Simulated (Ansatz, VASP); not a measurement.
One calculation of SnTe, two programs

```
CELL_PARAMETERS angstrom
0.00000 3.15085 3.15085
3.15085 0.00000 3.15085
3.15085 3.15085 0.00000
ATOMIC_POSITIONS crystal
Te 0.50000 0.50000 0.50000
Sn 0.00000 0.00000 0.00000
```

Alike in both runs: task single point; functional PBE; k mesh 7 × 7 × 7; occupations gaussian, width 0.017 eV; no spin polarisation.

|  | VASP | Ansatz |
| --- | --- | --- |
| version | VASP 6.6.1 | Ansatz 0.2.0 |
| potentials or method | VASP PAW PBE potentials, release 64 (Te, Sn_d) | Ansatz PAW |
| plane-wave cutoff (eV) | 520 | 420 |
| valence electrons in the cell | 20 | 30 |

```tsv
	VASP	Ansatz	Ansatz less VASP
gap on the k mesh at the Fermi level (eV)	0.66	0.66	+0.001
least direct gap on the mesh (eV)	0.66	0.66	+0.001
pressure (GPa)	2.2	2.2	+0.06
```

The functional is the same, so the differences come from potentials, cutoffs and numerics. The two sets of potentials don't hold the same shells in valence.

Spin-orbit coupling is left out, which matters for the levels of Te.
